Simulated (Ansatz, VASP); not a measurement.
## Cu in VASP and in Ansatz

Contents of POSCAR:

```
Cu
1.0
    2.5340966698      0.0000000000      0.0000000000
   -1.2670483349      2.1945920917      0.0000000000
    0.0000000000      0.0000000000      4.1125710000
Cu
2
Direct
    0.6666666667      0.3333333333      0.7500000000
    0.3333333333      0.6666666667      0.2500000000
```

Contents of INCAR.step1:

```
SYSTEM = Cu
ALGO = Normal
EDIFF = 1E-4
ENCUT = 520
GGA = PE
ISMEAR = -1
LASPH = .True.
LCHARG = .False.
LREAL = .False.
LWAVE = .True.
NBANDS = 18
NELM = 80
PREC = Accurate
SIGMA = 0.05
```

The input INCAR.step2:

```
SYSTEM = Cu
ALGO = Normal
EDIFF = 1E-7
ENCUT = 520
ISIF = 2
ISMEAR = -1
ISTART = 1
LASPH = .True.
LCHARG = .False.
LMIXTAU = .True.
LREAL = .False.
LWAVE = .False.
METAGGA = R2SCAN
NBANDS = 18
NELM = 80
PREC = Accurate
SIGMA = 0.05
```

File KPOINTS:

```
k-points
0
Gamma
  7 7 4
  0 0 0
```

File input.yaml:

```yaml
crystal:
  lattice:
    - [2.5340966698, 0.0, 0.0]
    - [-1.2670483349, 2.1945920917, 0.0]
    - [0.0, 0.0, 4.112571]
  atoms:
    - { symbol: Cu, position: [0.6666666667, 0.3333333333, 0.75] }
    - { symbol: Cu, position: [0.3333333333, 0.6666666667, 0.25] }
hamiltonian:
  xc: r2scan
  pseudopotentials: { kind: paw }
kpoints:
  mp_grid: { grid: [7, 7, 4] }
  band_path:
    path:
      - [[0.0, 0.0, 0.0], [0.5, 0.0, 0.0], [0.3333333333, 0.3333333333, 0.0], [0.0, 0.0, 0.0], [0.0, 0.0, 0.5], [0.5, 0.0, 0.5], [0.3333333333, 0.3333333333, 0.5], [0.0, 0.0, 0.5]]
      - [[0.5, 0.0, 0.5], [0.5, 0.0, 0.0]]
      - [[0.3333333333, 0.3333333333, 0.0], [0.3333333333, 0.3333333333, 0.5]]
    npoints: 14
scf:
  occupations: { method: fermi_dirac, width: 0.05 }
  n_extra_bands: 6
output:
  forces: true
  stress: true
  eigenvalues: true
  fatbands: false
  write_density: true
  write_potential: true
  elf: true
  volumetric_format: npy
```

This isn't the form of Cu at room conditions, which is fcc.

Alike in both runs: functional r2SCAN; k mesh 7 × 7 × 4; occupations fermi-dirac, width 0.05 eV; no spin polarisation.

|  | VASP | Ansatz |
| --- | --- | --- |
| version | VASP 6.6.1 | Ansatz 0.2.0 |
| potentials or method | VASP PAW PBE potentials, release 64 (Cu) | Ansatz PAW |
| plane-wave cutoff (eV) | 520 | 500 |
| valence electrons in the cell | 22 | 38 |
| task | single point | band structure |

VASP gave:

| Item | Value |
| --- | --- |
| gap on the k mesh at the Fermi level (eV) | none |
| pressure (GPa) | 0.5 |
| largest component of the traceless stress (GPa) | 0.74 |

**Question.** Which values does Ansatz return?

**Answer.** gap on the k mesh at the Fermi level (eV): none; pressure (GPa): -0.2; largest component of the traceless stress (GPa): 0.77.

A gap of «none» marks a metal or a gap that the smearing closes. The functional is the same, so the differences come from potentials, cutoffs and numerics. The two sets of potentials don't hold the same shells in valence.

Caveats: the k mesh is coarse (spacing up to 0.41 Å⁻¹), so the values aren't converged; the PAW data sets were made with another functional, which shifts forces and pressure a little (VASP); the PAW data sets come from PBE, with cores solved anew for the run's functional, which leaves a small shift of forces and pressure (Ansatz).
